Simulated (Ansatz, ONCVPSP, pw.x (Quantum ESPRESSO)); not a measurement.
## phosphorus (P) (sc): variants of one ONCV potential in the solid

ONCVPSP 4.0.1 input, shortened (lines: element, Z, core and valence counts, functional; n l f; lmax; l rc ep ncon nbas qcut; lloc lpopt rc5 dvloc0; l nproj debl; icmod fcfact rcfact), PBE, scalar-relativistic:

```
  P 15.00    3    2        4      upf
    1    0    2.00
    2    0    2.00
    2    1    6.00
    3    0    2.00
    3    1    2.50
    2
    0    1.30    0.00    3    7    5.60
    1    1.50    0.00    4    7    5.80
    2    1.65    0.11    5    8    6.20
    4    5    1.20    0.00
    0    2    2.80
    1    2    1.70
    2    2    1.50
    3    3.75    1.55
```

Crystal test: sc P in pw.x 7.5, no spin, 13³ k-points, Fermi–Dirac smearing 0.01 Ry, cutoffs set for each file from its atomic test. The reference is all-electron LAPW (Ansatz 0.2.0) with the same functional, mesh and smearing; V0 and B0 come from Birch–Murnaghan fits to the pressures at five volumes. Errors are pseudo minus all-electron; Δ is the rms difference of the E(V) curves that follow from these fits, minima aligned, over ±6 % about the mean V0. Mesh and smearing are coarse, so the numbers serve the comparison and aren't converged zero-temperature values; the lattice is a test structure that the element need not adopt.

All-electron: a0 = 2.447 Å (V0 = 14.66 Å³/atom), B0 = 113.3 GPa.

1 further variants are left out: they gave no file fit for a test, a broken result, the same result as the base, or pressures whose basis-set error rivals the error shown.

```tsv
change	cutoffs (Ry)	pw.x	a0 (Å)	a0 error (%)	B0 error (%)	Δ (meV/atom)	mean pressure error (GPa)
base	50/200	converged	2.443	-0.19	+1.0	2.1	-0.65
p: ncon 3, nbas 6	50/200	converged	2.442	-0.21	+1.2	2.3	-0.73
local potential polynomial inside 0.85 bohr (lpopt 5, dvloc0 0 Ha)	50/200	converged	2.442	-0.20	+1.0	2.2	-0.69
d: qcut 3.7	50/200	converged	2.445	-0.09	+0.2	1.0	-0.31
```

Problem. Give the row for: d: debl 0.2.

Solution. pw.x: converged; mean pressure error (GPa): -0.63; a0 (Å): 2.443; a0 error (%): -0.18; B0 error (%): +0.9; Δ (meV/atom): 2.0.
